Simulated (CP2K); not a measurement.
# GaAs (F-43m) in CP2K: further runs

The runs below take GaAs through band structure, with PBEsol, RPBE.

All numbers are computed with CP2K 2026.2; they aren't measurements. Logs are shortened: lines on timing, memory, paths and dates and some standing lists are left out, and cuts for length are marked.

**Measured values to compare with.**

“Evidence of valence band perturbations in GaAsN/GaAs(001): A combined variable-angle spectroscopic ellipsometry and modulated photoreflectance investigation”, 2008, arxiv:0805.2212 reports, for a bulk crystal of GaAs at 300 K: band gap 1.412 ± 0.01 eV (direct); band gap 1.418 ± 0.005 eV (direct).

The runs below are set against these values where they give the same quantity.

## (1) The crystal as given

Symmetry: F-43m, No. 216, cubic system. The conventional cell has a = 5.654 Å, b = 5.654 Å, c = 5.654 Å, α = 90.00°, β = 90.00°, γ = 90.00°. As (site symmetry -43m) is surrounded by 4 Ga at 2.45 Å. Ga (site symmetry -43m) has 4 As at 2.45 Å as nearest neighbours.

## (2) Band structure, PBEsol

gaas_bands.inp

```
&GLOBAL
  PROJECT gaas_bands
  RUN_TYPE ENERGY_FORCE
  PRINT_LEVEL LOW
&END GLOBAL
&FORCE_EVAL
  METHOD QS
  STRESS_TENSOR ANALYTICAL
  &DFT
    BASIS_SET_FILE_NAME BASIS_MOLOPT_UZH
    POTENTIAL_FILE_NAME POTENTIAL_UZH
    &MGRID
      CUTOFF 450
      REL_CUTOFF 60
      NGRIDS 4
    &END MGRID
    &QS
      METHOD GPW
      EPS_DEFAULT 1.0E-10
    &END QS
    &KPOINTS
      SCHEME MONKHORST-PACK 8 8 8
      GAMMA_CENTERED T
      SYMMETRY T
      SYMMETRY_BACKEND SPGLIB
    &END KPOINTS
    &SCF
      SCF_GUESS ATOMIC
      EPS_SCF 1.0E-6
      MAX_SCF 100
      ADDED_MOS 10
      CHOLESKY OFF
      EPS_EIGVAL 1.0E-7
      &DIAGONALIZATION ON
        ALGORITHM STANDARD
      &END DIAGONALIZATION
      &MIXING ON
        METHOD BROYDEN_MIXING
        ALPHA 0.4
        BETA 1.5
        NBUFFER 8
      &END MIXING
      &SMEAR ON
        METHOD FERMI_DIRAC
        ELECTRONIC_TEMPERATURE [K] 580.226
      &END SMEAR
    &END SCF
    &XC
      &XC_FUNCTIONAL
        &GGA_X_PBE_SOL
        &END GGA_X_PBE_SOL
        &GGA_C_PBE_SOL
        &END GGA_C_PBE_SOL
      &END XC_FUNCTIONAL
    &END XC
    &PRINT
      &KPOINTS ON
      &END KPOINTS
      &MULLIKEN ON
      &END MULLIKEN
      &MO ON
        ENERGIES T
        OCCUPATION_NUMBERS T
        &EACH
          QS_SCF 0
        &END EACH
        ADD_LAST NUMERIC
      &END MO
      &BAND_STRUCTURE
        FILE_NAME bands.bs
        ADDED_MOS 6
        &KPOINT_SET
          UNITS B_VECTOR
          NPOINTS 8
          SPECIAL_POINT GAMMA 0.00000000 0.00000000 0.00000000
          SPECIAL_POINT X 0.50000000 0.00000000 0.50000000
          SPECIAL_POINT W 0.50000000 0.25000000 0.75000000
          SPECIAL_POINT K 0.37500000 0.37500000 0.75000000
          SPECIAL_POINT GAMMA 0.00000000 0.00000000 0.00000000
          SPECIAL_POINT L 0.50000000 0.50000000 0.50000000
          SPECIAL_POINT U 0.62500000 0.25000000 0.62500000
          SPECIAL_POINT W 0.50000000 0.25000000 0.75000000
          SPECIAL_POINT L 0.50000000 0.50000000 0.50000000
          SPECIAL_POINT K 0.37500000 0.37500000 0.75000000
        &END KPOINT_SET
        &KPOINT_SET
          UNITS B_VECTOR
          NPOINTS 8
          SPECIAL_POINT U 0.62500000 0.25000000 0.62500000
          SPECIAL_POINT X 0.50000000 0.00000000 0.50000000
        &END KPOINT_SET
      &END BAND_STRUCTURE
    &END PRINT
  &END DFT
  &SUBSYS
    &CELL
      A 3.9977696088 0.0000000000 0.0000000000
      B 1.9988848044 3.4621700397 0.0000000000
      C 1.9988848044 1.1540566799 3.2641652169
      PERIODIC XYZ
    &END CELL
    &COORD
      SCALED
      As  0.7500000000 0.7500000000 0.7500000000
      Ga  0.0000000000 0.0000000000 0.0000000000
    &END COORD
    &KIND As
      BASIS_SET TZVP-MOLOPT-PBE-GTH-q5
      POTENTIAL GTH-PBE-q5
    &END KIND
    &KIND Ga
      BASIS_SET TZVP-MOLOPT-PBE-GTH-q13
      POTENTIAL GTH-PBE-q13
    &END KIND
    &PRINT
      &ATOMIC_COORDINATES ON
      &END ATOMIC_COORDINATES
      &CELL ON
      &END CELL
      &SYMMETRY ON
      &END SYMMETRY
    &END PRINT
  &END SUBSYS
  &PRINT
    &FORCES ON
    &END FORCES
    &STRESS_TENSOR ON
    &END STRESS_TENSOR
  &END PRINT
&END FORCE_EVAL
```

Potentials or basis: POTENTIAL_UZH As GTH-PBE-q5, Ga GTH-PBE-q13; TZVP-MOLOPT-PBE-GTH basis.

Command:

```console
$ OMP_NUM_THREADS=1 cp2k.psmp -i gaas_bands.inp -o gaas_bands.out
```

gaas_bands.out:

```text

 CP2K| version string:                                       CP2K version 2026.2
 CP2K| Input file name                                            gaas_bands.inp

 GLOBAL| Force Environment number                                              1
 GLOBAL| Basis set file name                                    BASIS_MOLOPT_UZH
 GLOBAL| Potential file name                                       POTENTIAL_UZH
 GLOBAL| MM Potential file name                                     MM_POTENTIAL
 GLOBAL| Coordinate file name                                      __STD_INPUT__
 GLOBAL| Method name                                                        CP2K
 GLOBAL| Project name                                                 gaas_bands
 GLOBAL| Run type                                                   ENERGY_FORCE
 GLOBAL| FFT library                                                       FFTW3
 GLOBAL| Diagonalization library                                       ScaLAPACK
 GLOBAL| Cholesky decomposition library                                ScaLAPACK
 GLOBAL| DGEMM library                                                      BLAS
 GLOBAL| Direct generalized diagonalization requested                          F
 GLOBAL| Matrix multiplication library                                 ScaLAPACK
 GLOBAL| Global print level                                                  LOW
 GLOBAL| Total number of message passing processes                             1
 GLOBAL| Number of threads for this process                                    1
 GLOBAL| CPU model name                                                  UNKNOWN

 CELL| Volume [angstrom^3]:                                            45.179174
 CELL| Vector a [angstrom]:       3.998     0.000     0.000   |a| =     3.997770
 CELL| Vector b [angstrom]:       1.999     3.462     0.000   |b| =     3.997770
 CELL| Vector c [angstrom]:       1.999     1.154     3.264   |c| =     3.997770
 CELL| Angle (b,c), alpha [degree]:                                    60.000000
 CELL| Angle (a,c), beta  [degree]:                                    60.000000
 CELL| Angle (a,b), gamma [degree]:                                    60.000000
 CELL| Numerically orthorhombic:                                              NO
 CELL| Periodicity                                                           XYZ

 CELL_REF| Volume [angstrom^3]:                                        45.179174
 CELL_REF| Vector a [angstrom     3.998     0.000     0.000   |a| =     3.997770
 CELL_REF| Vector b [angstrom     1.999     3.462     0.000   |b| =     3.997770
 CELL_REF| Vector c [angstrom     1.999     1.154     3.264   |c| =     3.997770
 CELL_REF| Angle (b,c), alpha [degree]:                                60.000000
 CELL_REF| Angle (a,c), beta  [degree]:                                60.000000
 CELL_REF| Angle (a,b), gamma [degree]:                                60.000000
 CELL_REF| Numerically orthorhombic:                                          NO
 CELL_REF| Periodicity                                                       XYZ

[... 9 lines left out ...]

  Total number of            - Atomic kinds:                                   2
                             - Atoms:                                          2
                             - Shell sets:                                     2
                             - Shells:                                        17
                             - Primitive Cartesian functions:                 10
                             - Cartesian basis functions:                     58
                             - Spherical basis functions:                     51

  Maximum angular momentum of the orbital basis functions:                     3

 MODULE QUICKSTEP: ATOMIC COORDINATES IN ANGSTROM

   Atom Kind Element         X             Y             Z       Z(eff)     Mass
      1    1 As   33      5.996654      3.462170      2.448124   5.0000  74.9216
      2    2 Ga   31      0.000000      0.000000      0.000000  13.0000  69.7230

 Crystal Symmetry Information
       International Symbol:                                               F-43m
       Point Group Symbol:                                                  -43m
       Schoenflies Symbol:                                                  Td^2
       Number of Symmetry Operations:                                         24

 SCF PARAMETERS         Density guess:                                    ATOMIC
[... 9 lines left out ...]
                        --------------------------------------------------------
                        level_shift [a.u.]:                             0.000000
                        added MOs                                        10    0
                        --------------------------------------------------------
[... 25 lines left out ...]
[... 31 lines left out ...]
    10 Broy./Diag. 0.40E+00    2.5     0.00000513       -80.7545207156 -5.45E-05
    11 Broy./Diag. 0.40E+00    2.5     0.00004206       -80.7545067400  1.40E-05
    12 Broy./Diag. 0.40E+00    2.5     0.00000321       -80.7544916273  1.51E-05
    13 Broy./Diag. 0.40E+00    2.5     0.00000141       -80.7544840877  7.54E-06
    14 Broy./Diag. 0.40E+00    2.5     0.00000046       -80.7544829694  1.12E-06

  *** SCF run converged in    14 steps ***

  Electronic density on regular grids:        -17.9999999663        0.0000000337
  Core density on regular grids:               17.9999999977       -0.0000000023
  Total charge density on r-space grids:        0.0000000314
  Total charge density g-space grids:           0.0000000314

  Overlap energy of the core charge distribution:               0.00000000546787
  Self energy of the core charge distribution:               -110.84104255844619
  Core Hamiltonian energy:                                     32.25164993293404
  Hartree energy:                                               9.44352574943563
  Exchange-correlation energy:                                -11.60861330763284
  Electronic entropic energy:                                  -0.00000279113869
  Fermi energy:                                                 0.16487955342719

  Total energy:                                               -80.75448296937046
  Total energy (extrapolated to T->0):                        -80.75448157380112

 MO| EIGENVALUES AND OCCUPATION NUMBERS FOR K POINT 1
 MO|
 MO|  Index      Eigenvalue [a.u.]        Eigenvalue [eV]             Occupation
 MO|      1              -0.386968             -10.529930               2.000000
 MO|      2              -0.383631             -10.439143               2.000000
 MO|      3              -0.383631             -10.439142               2.000000
 MO|      4              -0.381189             -10.372692               2.000000
 MO|      5              -0.381189             -10.372692               2.000000
 MO|      6              -0.262039              -7.130449               2.000000
[... 344 lines left out ...]
 MO|     18               0.751293              20.443732               0.000000
 MO|     19               0.791170              21.528837               0.000000
 MO| Sum:                                                              18.000000
 MO| E(Fermi):            0.164880 a.u.          4.486601 eV
 MO| Band gap:            0.175697 a.u.          4.780971 eV

 [... the levels of further k-points ...]

 !-----------------------------------------------------------------------------!
                     Mulliken Population Analysis

 #  Atom  Element  Kind  Atomic population                           Net charge
       1     As       1          4.591004                              0.408996
       2     Ga       2         13.408996                             -0.408996
 # Total charge                             18.000000                  0.000000

 !-----------------------------------------------------------------------------!

 KPOINTS| Band Structure Calculation
 KPOINTS| Number of k-point sets                                               2
 KPOINTS| Number of added MOs/bands                                            6
 KPOINTS| Number of k-points in set    1                                      73
 KPOINTS| In units of b-vector [2pi/Bohr]
 KPOINTS| Special point     1       GAMMA     0.000000     0.000000     0.000000
 KPOINTS| Special point     2           X     0.500000     0.000000     0.500000
 KPOINTS| Special point     3           W     0.500000     0.250000     0.750000
 KPOINTS| Special point     4           K     0.375000     0.375000     0.750000
 KPOINTS| Special point     5       GAMMA     0.000000     0.000000     0.000000
 KPOINTS| Special point     6           L     0.500000     0.500000     0.500000
 KPOINTS| Special point     7           U     0.625000     0.250000     0.625000
 KPOINTS| Special point     8           W     0.500000     0.250000     0.750000
 KPOINTS| Special point     9           L     0.500000     0.500000     0.500000
 KPOINTS| Special point    10           K     0.375000     0.375000     0.750000
 KPOINTS| Number of k-points in set    2                                       9
 KPOINTS| In units of b-vector [2pi/Bohr]
 KPOINTS| Special point     1           U     0.625000     0.250000     0.625000
 KPOINTS| Special point     2           X     0.500000     0.000000     0.500000

 ENERGY| Total FORCE_EVAL ( QS ) energy [hartree]            -80.754482222240227

 FORCES| Atomic forces [hartree/bohr]
 FORCES|   Atom     x               y               z               |f|
 FORCES|      1 -3.05663795E-05 -1.76325802E-05 -1.24934081E-05   3.74338976E-05
 FORCES|      2 -2.33212123E-05 -1.34747455E-05 -9.50546289E-06   2.85622396E-05
 FORCES| Sum    -5.38875918E-05 -3.11073257E-05 -2.19988710E-05
 FORCES| Total atomic force                                       6.59961256E-05

 STRESS| Analytical stress tensor [bar]
 STRESS|                        x                   y                   z
 STRESS|      x        1.68644942094E+04   1.35548890117E+02   9.55931436910E+01
 STRESS|      y        1.35548890117E+02   1.67082302442E+04   5.54757425131E+01
 STRESS|      z        9.55931436910E+01   5.54757425131E+01   1.66693946088E+04
 STRESS| 1/3 Trace                                             1.67473730208E+04
 STRESS| Determinant                                           4.69652345201E+12

 STRESS| Eigenvectors and eigenvalues of the analytical stress tensor [bar]
 STRESS|                        1                   2                   3
 STRESS| Eigenvalues   1.66298271802E+04   1.66303863850E+04   1.69819054971E+04
 STRESS|      x          -0.353834387785     -0.456741900448      0.816203444244
 STRESS|      y           0.864437128279      0.173521881395      0.471845957839
 STRESS|      z          -0.357140976749      0.872511887055      0.333426648117
```

Run time: 41 s. Hardware: 1 thread of Arm Neoverse V2, shared host; peak memory 0.31 GiB.

What came out:

| Property | Result |
| --- | --- |
| Free energy | -2197.4412 eV |
| Pressure | 1.7 GPa |
| Band gap on the k mesh | 0.38 eV, direct |
| Band gap along the path | 0.38 eV, direct |
| Mulliken charges | As +0.41; Ga -0.41 e |

Levels at the corners of the path, in eV from the valence-band top:
```tsv
point	band 5	band 6	band 7	band 8	band 9	band 10	band 11	band 12	band 13	band 14
Γ	-14.64	-12.80	0.00	0.00	0.00	0.38	3.63	3.63	3.63	8.89
X	-14.63	-10.24	-6.94	-2.74	-2.74	1.29	1.51	10.14	10.14	10.90
W	-14.64	-10.18	-6.75	-3.63	-3.45	4.56	4.63	5.34	5.92	11.11
K	-14.64	-10.28	-6.75	-3.97	-2.32	1.81	4.55	7.88	8.05	8.64
Γ	-14.64	-12.80	0.00	0.00	0.00	0.38	3.63	3.63	3.63	8.89
L	-14.64	-11.00	-6.76	-1.18	-1.18	0.85	4.55	4.55	7.72	10.73
U	-14.64	-10.28	-6.75	-3.97	-2.32	1.81	4.55	7.88	8.05	8.64
W	-14.64	-10.18	-6.75	-3.63	-3.45	4.56	4.63	5.34	5.92	11.11
L	-14.64	-11.00	-6.76	-1.18	-1.18	0.85	4.55	4.55	7.72	10.73
K	-14.64	-10.28	-6.75	-3.97	-2.32	1.81	4.55	7.88	8.05	8.64
U	-14.64	-10.28	-6.75	-3.97	-2.32	1.81	4.55	7.88	8.05	8.64
X	-14.63	-10.24	-6.94	-2.74	-2.74	1.29	1.51	10.14	10.14	10.90
```

Caveat: Mulliken charges move with the basis; the potentials were made for another functional, which shifts forces and pressure; the basis of atomic orbitals isn't converged, which shifts pressures, moduli and gaps.

## (3) Band structure, RPBE

Changes to gaas_bands.inp since step 2:

```diff
@@ -49,6 +49,6 @@
       &XC_FUNCTIONAL
-        &GGA_X_PBE_SOL
-        &END GGA_X_PBE_SOL
-        &GGA_C_PBE_SOL
-        &END GGA_C_PBE_SOL
+        &GGA_X_RPBE
+        &END GGA_X_RPBE
+        &GGA_C_PBE
+        &END GGA_C_PBE
       &END XC_FUNCTIONAL
@@ -73,3 +73,3 @@
           UNITS B_VECTOR
-          NPOINTS 8
+          NPOINTS 10
           SPECIAL_POINT GAMMA 0.00000000 0.00000000 0.00000000
@@ -87,3 +87,3 @@
           UNITS B_VECTOR
-          NPOINTS 8
+          NPOINTS 10
           SPECIAL_POINT U 0.62500000 0.25000000 0.62500000
@@ -119,4 +119,2 @@
       &END CELL
-      &SYMMETRY ON
-      &END SYMMETRY
     &END PRINT
```

Potentials or basis: POTENTIAL_UZH As GTH-PBE-q5, Ga GTH-PBE-q13; TZVP-MOLOPT-PBE-GTH basis.

Command:

```console
$ OMP_NUM_THREADS=1 cp2k.psmp -i gaas_bands.inp -o gaas_bands.out
```

Wall time 47 s (1 thread of Arm Neoverse V2, shared host); peak memory 0.31 GiB.

The run converged. Its results:

| Property | Result |
| --- | --- |
| Free energy | -2203.5149 eV |
| Pressure | 5.1 GPa |
| Band gap on the k mesh | 0.57 eV, direct |
| Band gap along the path | 0.57 eV, direct |
| Mulliken charges | As +0.31; Ga -0.31 e |

Levels at the corners of the path, in eV from the valence-band top:
| point | band 6 | band 7 | band 8 | band 9 | band 10 | band 11 | band 12 | band 13 |
| --- | --- | --- | --- | --- | --- | --- | --- | --- |
| Γ | -12.72 | 0.00 | 0.00 | 0.00 | 0.57 | 3.79 | 3.79 | 3.79 |
| X | -10.25 | -6.79 | -2.67 | -2.67 | 1.58 | 1.76 | 10.26 | 10.26 |
| W | -10.19 | -6.61 | -3.50 | -3.32 | 4.66 | 4.84 | 5.54 | 6.21 |
| K | -10.28 | -6.60 | -3.83 | -2.25 | 2.07 | 4.73 | 8.09 | 8.17 |
| Γ | -12.72 | 0.00 | 0.00 | 0.00 | 0.57 | 3.79 | 3.79 | 3.79 |
| L | -10.98 | -6.61 | -1.14 | -1.14 | 1.07 | 4.72 | 4.72 | 8.13 |
| U | -10.28 | -6.60 | -3.83 | -2.25 | 2.07 | 4.73 | 8.09 | 8.17 |
| W | -10.19 | -6.61 | -3.50 | -3.32 | 4.66 | 4.84 | 5.54 | 6.21 |
| L | -10.98 | -6.61 | -1.14 | -1.14 | 1.07 | 4.72 | 4.72 | 8.13 |
| K | -10.28 | -6.60 | -3.83 | -2.25 | 2.07 | 4.73 | 8.09 | 8.17 |
| U | -10.28 | -6.60 | -3.83 | -2.25 | 2.07 | 4.73 | 8.09 | 8.17 |
| X | -10.25 | -6.79 | -2.67 | -2.67 | 1.58 | 1.76 | 10.26 | 10.26 |

Caveat: Mulliken charges move with the basis; the potentials were made for another functional, which shifts forces and pressure; the basis of atomic orbitals isn't converged, which shifts pressures, moduli and gaps; the real-space grid breaks the cell's symmetry a little.

## (4) Comparison with measurements

Step 2. Measured gap of GaAs: 1.412 eV (direct; 300 K; “Evidence of valence band perturbations in GaAsN/GaAs(001): A combined variable-angle spectroscopic ellipsometry and modulated photoreflectance investigation”, 2008, arxiv:0805.2212). This calculation gives 0.38 eV (-1.03 eV). So large a miss can be the level of theory's own, or it may mean another phase, state or a wrong row. 3 values of this kind are on record (1.412 to 1.51 eV); this one was drawn at random among those near their median, those with a stated uncertainty first. Spin-orbit coupling on As, Ga is left out. The value is that of PBEsol in an atomic basis (POTENTIAL_UZH As GTH-PBE-q5, Ga GTH-PBE-q13; TZVP-MOLOPT-PBE-GTH basis), whose error adds to the functional's,, without temperature or zero-point motion. Semilocal functionals fall short of measured gaps as a rule.

Step 3. Measured gap of GaAs: 1.418 eV (direct; 300 K; “Evidence of valence band perturbations in GaAsN/GaAs(001): A combined variable-angle spectroscopic ellipsometry and modulated photoreflectance investigation”, 2008, arxiv:0805.2212). This calculation gives 0.57 eV (-0.85 eV). 3 values of this kind are on record (1.412 to 1.51 eV); this one was drawn at random among those near their median, those with a stated uncertainty first. Spin-orbit coupling on As, Ga is left out. The value is that of RPBE in an atomic basis (POTENTIAL_UZH As GTH-PBE-q5, Ga GTH-PBE-q13; TZVP-MOLOPT-PBE-GTH basis), whose error adds to the functional's,, without temperature or zero-point motion. Semilocal functionals fall short of measured gaps as a rule.
